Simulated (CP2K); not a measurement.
## As in CP2K: the effect of functional

The system is As.

```
As
1.0
     4.13100    0.00000    0.00000
     2.41839    3.34911    0.00000
     2.41839    1.23667    3.11243
As
2
Direct
  0.22600 0.22600 0.22600
  0.77400 0.77400 0.77400
```

Alike in all runs:

* Program: CP2K 2026.2
* Task: band structure
* Potentials or basis: POTENTIAL_UZH As GTH-PBE-q5; TZVP-MOLOPT-PBE-GTH basis
* Density cutoff: 9184 eV
* k mesh: 9 × 9 × 9
* Occupations: fermi-dirac, width 0.05 eV
* Spin: no spin polarisation

```tsv
functional	pressure (GPa)	largest force (eV/Å)
PBE	4.4	0.52
LDA	2.6	0.67
PBEsol	2.7	0.64
OLYP	?	?
rev-vdW-DF2	4.8	0.62
AM05	2.6	0.61
M06-L	5.8	0.06
```

Q: What does the run with functional OLYP give?

A: Pressure 3.5 GPa; largest force 0.31 eV/Å.

Caveats: the basis of atomic orbitals isn't converged, which shifts pressures, moduli and gaps; the potentials were made for another functional, which shifts forces and pressure (some runs).
